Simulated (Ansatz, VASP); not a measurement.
# One calculation of NaCl, two programs

```
CELL_PARAMETERS angstrom
2.86000 -0.01430 -0.01430
-0.01430 2.86000 -0.01430
-0.01430 -0.01430 2.86000
ATOMIC_POSITIONS crystal
Na 0.00000 0.00000 0.00000
Cl 0.50000 0.50000 0.50000
```

Change from the starting cell: equal xy, yz and zx shear strains of -1 %.

Alike in both runs: task single point; functional PBEsol; k mesh 9 × 9 × 9; occupations fermi-dirac, width 0.03 eV; no spin polarisation.

```csv
,VASP,Ansatz
version,VASP 6.6.1,Ansatz 0.2.0
potentials or method,"VASP PAW PBE potentials, release 64 (Na_pv, Cl), cutoff 520 eV","all-electron LAPW, scalar-relativistic"
```

|  | VASP | Ansatz | Ansatz less VASP |
| --- | --- | --- | --- |
| gap on the k mesh at the Fermi level (eV) | 4.55 | 4.50 | -0.055 |
| pressure (GPa) | 60.1 | 59.5 | -0.65 |
| largest component of the traceless stress (GPa) | 0.78 | 0.75 | -0.023 |

Ansatz ran all-electron here, so the differences hold the error of VASP's frozen core and of both bases.

Caveats: the cell as given lies far from equilibrium; so large a pressure means that the cell lies far from this level's equilibrium, or that cutoff or potentials fall short (VASP); the potentials were made for another functional, which shifts forces and pressure (VASP); an odd mesh through Γ misses points on the zone boundary, where band edges often lie.
